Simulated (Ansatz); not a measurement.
# Σ3 (112) boundary in fcc Ir with Pd (substitutional): structure and resistance

How much does the Σ3 (112) boundary in fcc Ir with Pd (substitutional) reflect electrons?

Main program and level: Ansatz 0.2.0; Ansatz plane-wave DFT, PBE, PAW files; relaxation of a bicrystal slab with its lowest layers held; PAW set soft_1, in the first sound run; inputs show where later runs differ.

### 1. Starting point

The cell holds 24 atoms: 23 Ir and 1 Pd. Cell: a = 2.715 Å, b = 6.650 Å, c = 29.809 Å, α = 90.0°, β = 90.0°, γ = 90.0°. It derives from Ir. built on the (1 1 2) plane; 2 overlapping atoms removed and the grains opened by 0 Å. Vacuum lies along c.

### 2. Relaxing the bicrystal

The boundary is built by mirroring the lower grain in the boundary plane and removing any atoms that overlap; then the Pd is put in at the boundary. A thin bicrystal slab is relaxed first, with the lowest layers held and the upper grain free to shift and open.

The input, input.yaml:

```yaml
crystal:
  lattice:
    - [2.7148657757, 0.0, 0.0]
    - [0.0, 6.6500358706, 0.0]
    - [0.0, 0.0, 29.8091418368]
  atoms:
    - { symbol: Ir, position: [2.0e-10, 0.3333333333, 0.1677337787] }
    - { symbol: Ir, position: [0.5000000002, 1.0, 0.194024849] }
    - { symbol: Ir, position: [1.0e-10, 0.6666666666, 0.2203159193] }
    - { symbol: Ir, position: [0.5000000001, 0.3333333333, 0.2466069896] }
    - { symbol: Ir, position: [1.0e-10, 1.0, 0.2728980598] }
    - { symbol: Ir, position: [0.5000000001, 0.6666666666, 0.2991891301] }
    - { symbol: Ir, position: [1.0e-10, 0.3333333333, 0.3254802004] }
    - { symbol: Ir, position: [0.5000000001, 1.0, 0.3517712707] }
    - { symbol: Ir, position: [0.0, 0.6666666667, 0.378062341] }
    - { symbol: Ir, position: [0.5, 0.3333333333, 0.4043534113] }
    - { symbol: Pd, position: [0.0, 0.0, 0.4306444816] }
    - { symbol: Ir, position: [0.0, 0.6666666667, 0.4832266221] }
    - { symbol: Ir, position: [0.5000000001, 1.0, 0.5095176924] }
    - { symbol: Ir, position: [1.0e-10, 0.3333333333, 0.5358087627] }
    - { symbol: Ir, position: [0.5000000001, 0.6666666666, 0.562099833] }
    - { symbol: Ir, position: [1.0e-10, 1.0, 0.5883909033] }
    - { symbol: Ir, position: [0.5000000001, 0.3333333333, 0.6146819736] }
    - { symbol: Ir, position: [1.0e-10, 0.6666666666, 0.6409730438] }
    - { symbol: Ir, position: [0.5000000002, 1.0, 0.6672641141] }
    - { symbol: Ir, position: [2.0e-10, 0.3333333333, 0.6935551844] }
    - { symbol: Ir, position: [0.5000000002, 0.6666666666, 0.7198462547] }
    - { symbol: Ir, position: [2.0e-10, 0.9999999999, 0.746137325] }
    - { symbol: Ir, position: [0.5000000002, 0.3333333333, 0.7724283953] }
    - { symbol: Ir, position: [3.0e-10, 0.6666666666, 0.7987194656] }
kpoints:
  mp_grid: { grid: [9, 4, 1] }
hamiltonian:
  xc: pbe
  pseudopotentials: { kind: paw, azcp: { folder: soft_1 } }
scf:
  occupations: { method: fermi_dirac, width: 0.1 }
relax:
  f_tol: 0.03
  max_steps: 80
  constraints: [{ sites: [0, 1, 2, 3] }]
```

Run with:

```console
$ ansatz run input.yaml --threads 4 --pin off --max-ram 15360MiB --backend cpu --events-out ev --progress --plain --runs-dir out
```

Numbers of over 12 decimals in the logs are rounded to 6 here.

What it wrote:

```text
Engine: ansatz 0.2.0, aarch64-unknown-linux-gnu
Pseudopotentials: kind: paw
Pseudopotential: Ir, paw, valence charge 17, recommended cutoff 420 eV (normal), soft_1/Ir.paw.azcp
Pseudopotential: Pd, paw, valence charge 18, recommended cutoff 420 eV (normal), soft_1/Pd.paw.azcp
Functional definition: PBE
  parameter kappa = 0.804
  parameter beta = 0.066725
  exchange = pbe_x(kappa = kappa, mu = beta*pi^2/3)
  correlation = pbe_c(beta = beta)
Crystal: 24 atoms, lattice volume = 538.173 Å³
Basis set: ecut = 420 eV, 10553 PW (Γ), exchange–correlation on 40×90×400 points (8 copies of the dense FFT grid, shifted against one another)
Bands: 246, of which v1, the nominal top of the filled ones, is band 205 counted from 1 (204 counted from 0)
Symmetry: 2 space group operations
Space group: Pm (ITA 6), of the structure as read, at distance tolerance 8.1e-5 Å
k-points: 15 of 36 (time reversal used)
Non-local potential: Ir, projectors of the file, l = 0: 3, l = 1: 2, l = 2: 2, l = 3: 1
Non-local potential: Pd, projectors of the file, l = 0: 2, l = 1: 2, l = 2: 2, l = 3: 1
PAW form: soft (Blöchl's): semilocal exchange-correlation on the pseudo side does not see the compensation charge
PAW one-centre angular grid: Ir, 590 points (default); XC on 64 Gauss nodes
PAW one-centre angular grid: Pd, 590 points (default); XC on 64 Gauss nodes
Initial density: superposition of atomic densities (neutral atoms: chi_scale 0, normalization atom)
Initial wavefunctions: pseudopotential atomic-orbital guess
Functional: x = pbe(κ = 0.804, μ = 0.219515), c = pbe(β = 0.066725)
SCF iter   1: F=—  HF=-281526.757583 eV  |F-HF|=—  |Δ(HF+E_count)|=         —  Δρ=1.47e-1  dr2=5.04e2  ethr=3.10e-3  ⟨swp⟩=7.1  Hψ=14853  notcnv=0  defer=82
preconditioner: auto → LDOS  [metal: Δε(μ)=0.006 eV  Ē_g=6.590 eV  σ=0.100 eV  W_gap=0.01  n_scr=154 (ndim 8)  ℏωp=23.6 eV  f_vac=0.298  D(μ)=27.28/eV (n_scr^D=276)  β→1.0]
SCF iter   2: F=—  HF=-281521.533040 eV  |F-HF|=—  |Δ(HF+E_count)|=    5.22e0  Δρ=9.00e-2  dr2=4.35e1  ethr=3.10e-3  ⟨swp⟩=3.9  Hψ=10559  notcnv=0  defer=133
SCF iter   3: F=—  HF=-281513.234256 eV  |F-HF|=—  |Δ(HF+E_count)|=    8.30e0  Δρ=3.04e-2  dr2=2.11e1  ethr=3.10e-3  ⟨swp⟩=3.3  Hψ=8299  notcnv=0  defer=143
SCF iter   4: F=—  HF=-281512.032694 eV  |F-HF|=—  |Δ(HF+E_count)|=    1.20e0  Δρ=1.88e-2  dr2=8.48e0  ethr=3.10e-3  ⟨swp⟩=2.1  Hψ=4313  notcnv=0  defer=142
SCF iter   5: F=—  HF=-281511.623712 eV  |F-HF|=—  |Δ(HF+E_count)|=   4.09e-1  Δρ=9.86e-3  dr2=2.54e0  ethr=2.07e-3  ⟨swp⟩=2.1  Hψ=4211  notcnv=0  defer=137
SCF iter   6: F=—  HF=-281511.445361 eV  |F-HF|=—  |Δ(HF+E_count)|=   1.78e-1  Δρ=2.13e-3  dr2=8.26e-2  ethr=6.20e-4  ⟨swp⟩=2.1  Hψ=5254  notcnv=0  defer=137
SCF iter   7: F=—  HF=-281511.457105 eV  |F-HF|=—  |Δ(HF+E_count)|=   1.17e-2  Δρ=3.36e-3  dr2=3.72e-1  ethr=2.02e-5  ⟨swp⟩=2.3  Hψ=6754  notcnv=0  defer=130
SCF iter   8: F=—  HF=-281511.443066 eV  |F-HF|=—  |Δ(HF+E_count)|=   1.40e-2  Δρ=8.47e-4  dr2=2.11e-2  ethr=2.02e-5  ⟨swp⟩=1.8  Hψ=4068  notcnv=0  defer=130
SCF iter   9: F=—  HF=-281511.441057 eV  |F-HF|=—  |Δ(HF+E_count)|=   2.01e-3  Δρ=1.60e-4  dr2=3.85e-4  ethr=5.17e-6  ⟨swp⟩=1.9  Hψ=4736  notcnv=0  defer=130
SCF iter  10: F=—  HF=-281511.441079 eV  |F-HF|=—  |Δ(HF+E_count)|=   2.23e-5  Δρ=4.75e-5  dr2=5.93e-5  ethr=9.42e-8  ⟨swp⟩=2.7  Hψ=6513  notcnv=0  defer=130
SCF iter  11: F=-281511.441058 eV  HF=-281511.441078 eV  |F-HF|=1.93e-5  |Δ(HF+E_count)|=   1.29e-6  Δρ=2.65e-5  dr2=2.06e-5  ethr=5.50e-9  ⟨swp⟩=5.0  Hψ=12727  notcnv=0
SCF 1 converged in 11 iterations: F = -281511.441058 eV  dr2 = 2.06e-5
  greatest PAW one-centre occupation: 1.000 electrons in one spin orbital (limit 2), on the Ir atom at site 14 (counted from 0), in its partial waves of l = 0
relax step   1: F+E_penalty+E_count = -281511.44105824 eV  Δ(F+E_penalty+E_count) = +0.000e0 eV  max|allowed force component| = 1.129e0 eV/Å  Δτ_max = 0.0000 Å  (11 SCF iters, dr2 threshold 2.25e-5 eV, accepted)
Initial density: handed on by an earlier stage of this run
Initial wavefunctions: those handed on with the density
iter 1 solved again at ethr=7.80e-4 eV; its pass at ethr=3.10e-3 eV (dr2=3.19e0 eV) is discarded
SCF iter   1: F=—  HF=-281512.022809 eV  |F-HF|=—  |Δ(HF+E_count)|=         —  Δρ=1.12e-2  dr2=3.17e0  ethr=7.80e-4  ⟨swp⟩=1.1  Hψ=12820  notcnv=0  defer=134
preconditioner: auto → LDOS  [metal: Δε(μ)=0.001 eV  Ē_g=6.326 eV  σ=0.100 eV  W_gap=0.00  n_scr=154 (ndim 8)  ℏωp=23.6 eV  f_vac=0.303  D(μ)=27.85/eV (n_scr^D=284)  β→1.0]
SCF iter   2: F=—  HF=-281511.986419 eV  |F-HF|=—  |Δ(HF+E_count)|=   3.64e-2  Δρ=4.89e-3  dr2=2.75e-1  ethr=7.75e-4  ⟨swp⟩=2.0  Hψ=5568  notcnv=0  defer=134
SCF iter   3: F=—  HF=-281511.937848 eV  |F-HF|=—  |Δ(HF+E_count)|=   4.86e-2  Δρ=2.46e-3  dr2=8.60e-2  ethr=6.72e-5  ⟨swp⟩=3.0  Hψ=7942  notcnv=0  defer=134
SCF iter   4: F=—  HF=-281511.916358 eV  |F-HF|=—  |Δ(HF+E_count)|=   2.15e-2  Δρ=6.58e-4  dr2=5.40e-3  ethr=2.10e-5  ⟨swp⟩=2.5  Hψ=5723  notcnv=0  defer=134
SCF iter   5: F=—  HF=-281511.914258 eV  |F-HF|=—  |Δ(HF+E_count)|=   2.10e-3  Δρ=1.70e-4  dr2=3.92e-4  ethr=1.32e-6  ⟨swp⟩=2.1  Hψ=6623  notcnv=0  defer=137
SCF iter   6: F=-281511.914180 eV  HF=-281511.914203 eV  |F-HF|=2.36e-5  |Δ(HF+E_count)|=   5.50e-5  Δρ=6.58e-5  dr2=4.74e-5  ethr=1.95e-8  ⟨swp⟩=3.5  Hψ=15527  notcnv=0
SCF 2 converged in 6 iterations: F = -281511.914180 eV  dr2 = 4.74e-5
  greatest PAW one-centre occupation: 1.000 electrons in one spin orbital (limit 2), on the Ir atom at site 12 (counted from 0), in its partial waves of l = 0
relax step   2: F+E_penalty+E_count = -281511.91417958 eV  Δ(F+E_penalty+E_count) = -4.731e-1 eV  max|allowed force component| = 8.287e-1 eV/Å  Δτ_max = 0.1948 Å  (6 SCF iters, dr2 threshold 7.96e-5 eV, accepted)
iter 1 solved again at ethr=4.87e-4 eV; its pass at ethr=3.10e-3 eV (dr2=1.99e0 eV) is discarded
SCF iter   1: F=—  HF=-281512.296742 eV  |F-HF|=—  |Δ(HF+E_count)|=         —  Δρ=1.17e-2  dr2=2.00e0  ethr=4.87e-4  ⟨swp⟩=1.7  Hψ=13894  notcnv=0  defer=113
preconditioner: auto → LDOS  [metal: Δε(μ)=0.008 eV  Ē_g=6.332 eV  σ=0.100 eV  W_gap=0.02  n_scr=154 (ndim 8)  ℏωp=23.6 eV  f_vac=0.306  D(μ)=27.58/eV (n_scr^D=276)  β→1.0]
SCF iter   2: F=—  HF=-281512.287348 eV  |F-HF|=—  |Δ(HF+E_count)|=   9.39e-3  Δρ=4.09e-3  dr2=2.04e-1  ethr=4.87e-4  ⟨swp⟩=2.0  Hψ=5531  notcnv=0  defer=113
SCF iter   3: F=—  HF=-281512.269416 eV  |F-HF|=—  |Δ(HF+E_count)|=   1.79e-2  Δρ=2.90e-3  dr2=1.22e-1  ethr=4.99e-5  ⟨swp⟩=3.0  Hψ=8110  notcnv=0  defer=113
SCF iter   4: F=—  HF=-281512.240316 eV  |F-HF|=—  |Δ(HF+E_count)|=   2.91e-2  Δρ=1.08e-3  dr2=1.30e-2  ethr=2.99e-5  ⟨swp⟩=2.1  Hψ=5216  notcnv=0  defer=113
SCF iter   5: F=—  HF=-281512.236022 eV  |F-HF|=—  |Δ(HF+E_count)|=   4.29e-3  Δρ=2.24e-4  dr2=7.31e-4  ethr=3.18e-6  ⟨swp⟩=2.2  Hψ=6513  notcnv=0  defer=130
SCF iter   6: F=—  HF=-281512.235773 eV  |F-HF|=—  |Δ(HF+E_count)|=   2.49e-4  Δρ=7.37e-5  dr2=8.13e-5  ethr=1.79e-7  ⟨swp⟩=2.9  Hψ=6832  notcnv=0  defer=130
SCF iter   7: F=-281512.235764 eV  HF=-281512.235765 eV  |F-HF|=1.52e-6  |Δ(HF+E_count)|=   7.56e-6  Δρ=1.75e-5  dr2=3.16e-6  ethr=1.05e-8  ⟨swp⟩=5.0  Hψ=13116  notcnv=0
SCF 3 converged in 7 iterations: F = -281512.235764 eV  dr2 = 3.16e-6
relax step   3: F+E_penalty+E_count = -281512.23576358 eV  Δ(F+E_penalty+E_count) = -3.216e-1 eV  max|allowed force component| = 4.690e-1 eV/Å  Δτ_max = 0.1946 Å  (7 SCF iters, dr2 threshold 4.29e-5 eV, accepted)
[... from here on, the SCF cycles and remarks between the steps are left out ...]
relax step   4: F+E_penalty+E_count = -281512.43530782 eV  Δ(F+E_penalty+E_count) = -1.995e-1 eV  max|allowed force component| = 4.391e-1 eV/Å  Δτ_max = 0.1958 Å  (6 SCF iters, dr2 threshold 7.05e-5 eV, accepted)
relax step   5: F+E_penalty+E_count = -281512.58860314 eV  Δ(F+E_penalty+E_count) = -1.533e-1 eV  max|allowed force component| = 1.915e-1 eV/Å  Δτ_max = 0.2000 Å  (6 SCF iters, dr2 threshold 6.18e-5 eV, accepted)
relax step   6: F+E_penalty+E_count = -281512.70374869 eV  Δ(F+E_penalty+E_count) = -1.151e-1 eV  max|allowed force component| = 1.404e-1 eV/Å  Δτ_max = 0.1988 Å  (7 SCF iters, dr2 threshold 6.98e-6 eV, accepted)
relax step   7: F+E_penalty+E_count = -281512.79555275 eV  Δ(F+E_penalty+E_count) = -9.180e-2 eV  max|allowed force component| = 1.428e-1 eV/Å  Δτ_max = 0.1945 Å  (7 SCF iters, dr2 threshold 3.75e-6 eV, accepted)
relax step   8: F+E_penalty+E_count = -281512.85400608 eV  Δ(F+E_penalty+E_count) = -5.845e-2 eV  max|allowed force component| = 1.504e-1 eV/Å  Δτ_max = 0.1971 Å  (7 SCF iters, dr2 threshold 1.10e-5 eV, accepted)
relax step   9: F+E_penalty+E_count = -281512.88682603 eV  Δ(F+E_penalty+E_count) = -3.282e-2 eV  max|allowed force component| = 1.069e-1 eV/Å  Δτ_max = 0.1933 Å  (7 SCF iters, dr2 threshold 2.26e-5 eV, accepted)
relax step  10: F+E_penalty+E_count = -281512.89104027 eV  Δ(F+E_penalty+E_count) = -4.214e-3 eV  max|allowed force component| = 1.248e-1 eV/Å  Δτ_max = 0.1299 Å  (7 SCF iters, dr2 threshold 5.77e-6 eV, accepted)
relax step  11: F+E_penalty+E_count = -281512.89450960 eV  Δ(F+E_penalty+E_count) = -3.469e-3 eV  max|allowed force component| = 3.123e-2 eV/Å  Δτ_max = 0.0359 Å  (5 SCF iters, dr2 threshold 7.86e-6 eV, accepted)
SCF iter   1: F=—  HF=-281512.895785 eV  |F-HF|=—  |Δ(HF+E_count)|=         —  Δρ=4.39e-4  dr2=4.58e-4  ethr=3.62e-6  ⟨swp⟩=2.8  Hψ=6695  notcnv=0  defer=129
preconditioner: auto → LDOS  [metal: Δε(μ)=0.023 eV  Ē_g=6.435 eV  σ=0.100 eV  W_gap=0.06  n_scr=154 (ndim 8)  ℏωp=23.6 eV  f_vac=0.314  D(μ)=26.80/eV (n_scr^D=256)  β→1.0]
SCF iter   2: F=—  HF=-281512.895732 eV  |F-HF|=—  |Δ(HF+E_count)|=   5.38e-5  Δρ=1.15e-4  dr2=8.95e-5  ethr=1.12e-7  ⟨swp⟩=3.0  Hψ=8169  notcnv=0  defer=129
SCF iter   3: F=—  HF=-281512.894670 eV  |F-HF|=—  |Δ(HF+E_count)|=   1.06e-3  Δρ=4.91e-5  dr2=2.69e-5  ethr=2.19e-8  ⟨swp⟩=2.7  Hψ=6817  notcnv=0  defer=129
SCF iter   4: F=—  HF=-281512.894663 eV  |F-HF|=—  |Δ(HF+E_count)|=   6.92e-6  Δρ=1.30e-5  dr2=1.10e-6  ethr=6.58e-9  ⟨swp⟩=2.9  Hψ=7610  notcnv=0  defer=129
SCF iter   5: F=-281512.894662 eV  HF=-281512.894662 eV  |F-HF|=4.38e-8  |Δ(HF+E_count)|=   2.51e-7  Δρ=3.26e-6  dr2=8.37e-8  ethr=2.44e-11  ⟨swp⟩=3.9  Hψ=17170  notcnv=0
SCF 12 converged in 5 iterations: F = -281512.894662 eV  dr2 = 8.37e-8
relax step  12: F+E_penalty+E_count = -281512.89466241 eV  Δ(F+E_penalty+E_count) = -1.528e-4 eV  max|allowed force component| = 1.444e-2 eV/Å  Δτ_max = 0.0061 Å  (5 SCF iters, accepted)
SCF converged after 5 iterations
Free energy (F): -281512.894662 eV
Harris-Foulkes:  -281512.894662 eV  (|F-HF|=4.38e-8)
Internal energy: -281512.009134 eV  (E = F + TS)
E sigma→0 (E₀):  -281512.451898 eV
Entropy (-TS):   -0.885529 eV (-36.897 meV/atom)
Fermi energy:    14.141929 eV
--- Per-component energies (eV) ---
  E_band       = -6595.437089
  E_kinetic    = 12849.777487
  E_local      = -532659.452528  (includes V_loc(G=0)·N_el)
  E_nonlocal   = 4740.231445
  E_hartree    = 260708.233526
  E_xc         = -5423.654594
  E_vxc        = -6064.665280  (∫ρ·V_xc dr)
  E_paw        = -216908.809966  (= ΣΔE_a)
  E_vpaw       = -6877.867240  (= ΣTr[D̂ρ^β])
  E_aug_tail   = 0.008293  (compensation charges beyond the density's cutoff)
  E_ewald      = 195181.657202
  E_smearing   = -0.885529  (= −TS)
  E_closure    = 0.000000  (closes the sum)
  Σ components = -281512.894662   (vs F -281512.894662, Δ=0.00e0)
--- Forces (eV/Å), atoms counted from 1 ---
  atom   1  Ir     0.00000000    -0.48592731     0.98698689
  atom   2  Ir     0.00000000     0.30203686     0.23392195
  atom   3  Ir    -0.00000000     0.15091505    -0.50744589
  atom   4  Ir    -0.00000000     0.03038734    -0.71097471
  atom   5  Ir    -0.00000000    -0.00267569     0.00016691
  atom   6  Ir    -0.00000000    -0.00060264     0.00164153
  atom   7  Ir     0.00000000     0.00151298    -0.00191033
  atom   8  Ir     0.00000000    -0.00055289    -0.00599239
  atom   9  Ir     0.00000000     0.00447439    -0.00008531
  atom  10  Ir     0.00000000     0.01038767    -0.00371664
  atom  11  Pd     0.00000000    -0.00851411     0.01443874
  atom  12  Ir     0.00000000    -0.00119639    -0.00181484
  atom  13  Ir     0.00000000     0.00344811    -0.00105542
  atom  14  Ir     0.00000000    -0.00241119    -0.00431752
  atom  15  Ir    -0.00000000     0.00078436     0.00119612
  atom  16  Ir     0.00000000     0.00000994    -0.00188037
  atom  17  Ir     0.00000000    -0.00034196    -0.00016092
  atom  18  Ir    -0.00000000    -0.00172551     0.00126321
  atom  19  Ir    -0.00000000    -0.00174804    -0.00064608
  atom  20  Ir    -0.00000000    -0.00055022    -0.00034198
  atom  21  Ir    -0.00000000     0.00108156     0.00101574
  atom  22  Ir     0.00000000     0.00206728    -0.00169072
  atom  23  Ir    -0.00000000     0.00037325     0.00391702
  atom  24  Ir    -0.00000000    -0.00117629    -0.00239155
  max |Σ_I F_I| component: 1.23e-4 eV/Å
--- Relaxed structure (12 steps of the walk, 12 accepted, 0 SCFs on fresh bases) ---
  F+E_penalty+E_count = -281512.89466241 eV   max|allowed force component| = 1.444e-2 eV/Å
  atoms:
    - { symbol: Ir, position: [0.0, 0.333333, 0.167734] }
    - { symbol: Ir, position: [0.500000, 1.000000, 0.194024849] }
    - { symbol: Ir, position: [0.0, 0.666667, 0.220316] }
    - { symbol: Ir, position: [0.500000, 0.333333, 0.2466069896] }
    - { symbol: Ir, position: [3.110817028813266e-19, 0.996683, 0.273153] }
    - { symbol: Ir, position: [0.500000, 0.665803, 0.299778] }
    - { symbol: Ir, position: [-6.056828680727531e-19, 0.333332, 0.324983] }
    - { symbol: Ir, position: [0.500000, 0.998885, 0.352152] }
    - { symbol: Ir, position: [1.9640883030811678e-18, 0.662678, 0.379674] }
    - { symbol: Ir, position: [0.500000, 0.334115, 0.403765] }
    - { symbol: Pd, position: [3.273952685450054e-18, -0.00228986, 0.433330] }
    - { symbol: Ir, position: [-1.623185880108349e-17, 0.495870, 0.469911] }
    - { symbol: Ir, position: [0.500000, 0.821229, 0.500411] }
    - { symbol: Ir, position: [-1.7199202961361707e-17, 0.155817, 0.521700] }
    - { symbol: Ir, position: [0.500000, 0.487217, 0.548348] }
    - { symbol: Ir, position: [-1.2575521816388812e-17, 0.822266, 0.578075] }
    - { symbol: Ir, position: [0.500000, 0.157639, 0.601993] }
    - { symbol: Ir, position: [-1.3670567544667836e-17, 0.489625, 0.629759] }
    - { symbol: Ir, position: [0.500000, 0.821453, 0.657191] }
    - { symbol: Ir, position: [-1.5711583592396563e-17, 0.154030, 0.680666] }
    - { symbol: Ir, position: [0.500000, 0.491947, 0.708440] }
    - { symbol: Ir, position: [-9.128771204205471e-18, 0.824194, 0.738649] }
    - { symbol: Ir, position: [0.500000, 0.154748, 0.759407] }
    - { symbol: Ir, position: [-4.250747796749517e-17, 0.477119, 0.784212] }
```

Run time: 14 min. Hardware: 4 threads of Arm Neoverse V1, shared host; peak memory 3.3 GiB.

The steps of the relaxation:

| step | energy less that of the first step (eV) | largest force component (eV/Å) |
| --- | --- | --- |
| 1 | 0.0000 | 1.1286 |
| 2 | -0.4731 | 0.8287 |
| 3 | -0.7947 | 0.4690 |
| 4 | -0.9942 | 0.4391 |
| 5 | -1.1475 | 0.1915 |
| 6 | -1.2627 | 0.1404 |
| 7 | -1.3545 | 0.1428 |
| 8 | -1.4129 | 0.1504 |
| 9 | -1.4458 | 0.1069 |
| 10 | -1.4500 | 0.1248 |
| 11 | -1.4535 | 0.0312 |
| 12 | -1.4536 | 0.0144 |

Forces are held to the 2 operations that the run works with; a distortion that breaks them can't arise in this run.

The atoms that moved most (Å):

```csv
atom,dx,dy,dz,length
Ir24,0.000,-1.261,-0.432,1.333
Ir15,0.000,-1.193,-0.410,1.262
Ir14,0.000,-1.180,-0.421,1.253
Ir20,0.000,-1.192,-0.384,1.253
Ir23,0.000,-1.188,-0.388,1.249
Ir17,0.000,-1.168,-0.378,1.228
Ir19,0.000,-1.187,-0.300,1.225
Ir18,0.000,-1.177,-0.334,1.224
```

Numbers from this step:

```yaml
free_energy: -281512.8947 eV
energy_at_zero_smearing: -281512.4519 eV
fermi_energy: 14.14 eV
```

The largest force component on a free atom ends at 0.014 eV/Å, under the tolerance of 0.03, after 12 steps.

(Part 1 of 2 ends here.)

[Logs are printed without paths, hosts, clocks, repeated set-up lines and the standing remarks that a program may print on its own settings, such as how far it seeks lower states.]

[Hosts, paths, dates, database ids (printed as entryN), source tags and the programs' standing remarks are cut or masked in the printed files.]
